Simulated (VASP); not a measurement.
The system is Al2Pt.

```
CELL_PARAMETERS angstrom
0.00000 2.95500 2.95500
2.95500 0.00000 2.95500
2.95500 2.95500 0.00000
ATOMIC_POSITIONS crystal
Al 0.25000 0.25000 0.25000
Al 0.75000 0.75000 0.75000
Pt 0.00000 0.00000 0.00000
```

- Program: VASP 6.6.1
- Task: relaxation of cell and atoms
- Functional: PBE
- Potentials or basis: VASP PAW PBE potentials, release 64 (Al, Pt)
- Cutoff: 600 eV
- k mesh: 12 × 12 × 12
- Occupations: gaussian, width 0.1 eV
- Spin: no spin polarisation

At the start: pressure 2.3 GPa; volume 17.20 Å³/atom.

Problem. Where does the relaxation end?

Solution. Over 3 steps the energy falls by 2.1 meV/atom and the volume is 17.50 Å³/atom (+1.8 %); space group Fm-3m (No. 225, to 0.05 Å).

Step by step:
```csv
step,energy change (eV),largest force (eV/Å),pressure (GPa),volume (Å³)
1,0.0000,0.0000,2.34,51.61
2,0.0011,0.0000,-2.43,53.50
3,-0.0064,0.0000,-0.02,52.51
```

Final structure:
```
Al Pt
1.0
     0.00000    2.97221    2.97221
     2.97221    0.00000    2.97221
     2.97221    2.97221    0.00000
Al Pt
2 1
Direct
  0.25000 0.25000 0.25000
  0.75000 0.75000 0.75000
  0.00000 0.00000 0.00000
```
